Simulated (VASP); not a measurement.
**CeO: single point with PBEsol+U**

The system is CeO.

```
Ce O
1.0
     5.26637    2.63318    2.63318
     2.63318    5.26637    2.63318
     2.63318    2.63318    5.26637
Ce O
2 2
Direct
  0.00000 0.00000 0.00000
  0.50000 0.50000 0.50000
  0.12500 0.12500 0.12500
  0.62500 0.62500 0.62500
```

The cell comes from a database or a generator and needn't be the stable form of this composition.

```
Program             : VASP 6.6.1
Task                : single point
Functional          : PBEsol
Potentials or basis : VASP PAW PBE potentials, release 64 (Ce, O)
Cutoff              : 520 eV
k mesh              : 6 × 6 × 6
Occupations         : gaussian, width 0.05 eV
Spin                : collinear spin, antiferromagnetic start
Starting moments    : [1.0, -1.0, 0.0, 0.0] μB
Hubbard terms       : Ce f U = 5 eV
```

| Item | Value |
| --- | --- |
| Pressure | 19.3 GPa |
| Band gap on the k mesh | none (metal or under the smearing width) |
| Net moment | 0.00 μB per cell |
| Site moments | Ce +1.00, -1.00; O +0.02, -0.02 μB |
| Valence electrons inside the program's atomic spheres | Ce 9.84; O 5.04 |

Stress tensor (GPa, compression positive):
```
19.33  0.26  0.26
 0.26 19.33  0.26
 0.26  0.26 19.33
```

Levels at points of the mesh, in eV from the Fermi level:
Spin up:
| k point | band 16 | band 17 | band 18 | band 19 | band 20 | band 21 |
| --- | --- | --- | --- | --- | --- | --- |
| (0.00, 0.00, 0.00) | -5.30 | -2.93 | -0.95 | 0.38 | 1.60 | 1.73 |
| (0.50, 0.00, 0.00) | -5.25 | -2.17 | -0.42 | 0.02 | 0.64 | 0.92 |
| (0.50, 0.50, 0.00) | -4.84 | -2.33 | -0.47 | 0.23 | 0.78 | 1.66 |
| (0.50, 0.50, 0.50) | -6.33 | -2.69 | -0.04 | 0.45 | 1.44 | 1.44 |
Spin down:
```csv
k point,band 16,band 17,band 18,band 19,band 20,band 21
"(0.00, 0.00, 0.00)",-5.30,-2.93,-0.95,0.38,1.60,1.73
"(0.50, 0.00, 0.00)",-5.25,-2.17,-0.42,0.02,0.64,0.92
"(0.50, 0.50, 0.00)",-4.84,-2.33,-0.47,0.23,0.78,1.66
"(0.50, 0.50, 0.50)",-6.33,-2.69,-0.04,0.45,1.44,1.44
```

Eigenvalues of the final occupation matrices:
| site | spin | trace | eigenvalues |
| --- | --- | --- | --- |
| site 1 f | 1 | 0.99 | 0.01 0.01 0.01 0.01 0.02 0.02 0.91 |
| site 1 f | 2 | 0.10 | 0.01 0.01 0.01 0.01 0.01 0.01 0.04 |
| site 2 f | 1 | 0.10 | 0.01 0.01 0.01 0.01 0.01 0.01 0.04 |
| site 2 f | 2 | 0.99 | 0.01 0.01 0.01 0.01 0.02 0.02 0.91 |

It took 6.9 min on 1 thread of Intel(R) Xeon(R) 6975P-C (Granite Rapids) (shared host), peak memory 0.47 GiB.

Caveat: the magnetic or orbital state may not be the lowest; the PAW data sets were made with another functional, which shifts forces and pressure a little; spin-orbit coupling is left out, which moves the levels of the heavy elements. The state reached can hang on the start; a lower one may exist.
